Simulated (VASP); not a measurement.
From an Ansatz input to VASP: InP (strained zincblende)

Ansatz input

```yaml
crystal:
  lattice:
    - [0.0, 3.108861489, 3.108861489]
    - [3.108861489, 0.0, 3.108861489]
    - [3.108861489, 3.108861489, 0.0]
  atoms:
    - { symbol: In, position: [0.0, 0.0, 0.0] }
    - { symbol: P, position: [0.25, 0.25, 0.25] }
kpoints:
  mp_grid: { grid: [8, 8, 8] }
  band_path:
    path:
      - [0.0, 0.0, 0.0]
      - [-0.5, -0.5, 0.0]
      - [-0.375, -0.375, 0.25]
      - [-0.375, 0.0, 0.375]
      - [0.0, 0.0, 0.5]
      - [-0.5, -0.25, 0.25]
    npoints: 1
hamiltonian:
  xc: pbe
scf:
  occupations: { method: fermi_dirac, width: 0.02 }
  n_extra_bands: 4
output:
  forces: true
  stress: true
  eigenvalues: true
```

Translate this input to VASP.



INCAR

```
IBRION = -1
SIGMA = 0.02
LASPH = .TRUE.
NBANDS = 16
LCHARG = .FALSE.
ISIF = 2
ISMEAR = -1
LREAL = .FALSE.
NSW = 0
EDIFF = 1E-7
PREC = Accurate
NELM = 120
LWAVE = .FALSE.
ENCUT = 520
GGA = PE
```

KPOINTS

```
KPOINTS created by Atomic Simulation Environment
0
Gamma
8 8 8
0 0 0
```

KPOINTS_OPT

```
special points
6
Reciprocal
0.0000000000 0.0000000000 0.0000000000 1
-0.5000000000 -0.5000000000 0.0000000000 1
-0.3750000000 -0.3750000000 0.2500000000 1
-0.3750000000 0.0000000000 0.3750000000 1
0.0000000000 0.0000000000 0.5000000000 1
-0.5000000000 -0.2500000000 0.2500000000 1
```

POSCAR

```
In P
 1.0000000000000000
     0.0000000000000000    3.1088614890000001    3.1088614890000001
     3.1088614890000001    0.0000000000000000    3.1088614890000001
     3.1088614890000001    3.1088614890000001    0.0000000000000000
 In  P
   1   1
Cartesian
  0.0000000000000000  0.0000000000000000  0.0000000000000000
  1.5544307445000001  1.5544307445000001  1.5544307445000001
```

VASP ran with the recommended PBE PAW datasets (18 valence electrons in the cell). Other inputs would serve too.

```csv
,Ansatz,VASP
gap between bands v and c,0.00 eV,0.00 eV
least direct gap,0.00 eV,0.00 eV
pressure,-5.5 GPa,-5.6 GPa
```

Each program uses its own PAW datasets. VASP's cell holds 18 valence electrons and Ansatz's 18. Ansatz's stress includes a Pulay correction; VASP's doesn't.
